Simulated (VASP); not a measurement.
A run of VASP 6.6.1 is set up as follows.

The input INCAR:

```
SYSTEM = HgSe
  PREC = Accurate
  ENCUT = 300
  EDIFF = 1E-7
  ISMEAR = 0
  SIGMA = 0.03
  LREAL = .FALSE.
  LASPH = .TRUE.
  NELM = 80
  ALGO = Normal
  ISIF = 3
  LWAVE = .FALSE.
  LCHARG = .FALSE.
  GGA = PE
  IBRION = 2
  NSW = 90
  EDIFFG = -0.005
```

KPOINTS

```
Automatic mesh
0
G
  5 5 5
  0 0 0
```

The input POSCAR:

```
HgSe                                    
1.0
    0.0000000000      3.1331778511      3.1331778511
    3.1331778511      0.0000000000      3.1331778511
    3.1331778511      3.1331778511     -0.0000000000
  Hg              Se            
     1     1
Direct
     0.0000000000000000    0.0000000000000000    0.0000000000000000
     0.2500000000000000    0.2500000000000000    0.2500000000000000
```

Potentials or basis: VASP PAW PBE potentials, release 64 (Hg, Se).

The run is started by

```bash
$ cat potpaw_PBE.64/Hg/POTCAR potpaw_PBE.64/Se/POTCAR > POTCAR
$ mpirun -np 1 vasp_std > vasp.out
```

(1) Predict the relaxed volume.

(2) Estimate the space group after relaxing (to 0.05 Å).

(3) Estimate the band gap on the k mesh.

Answers

(1) 30.65 Å³/atom.

(2) F-43m (No. 216).

(3) none (metal or under the smearing width).
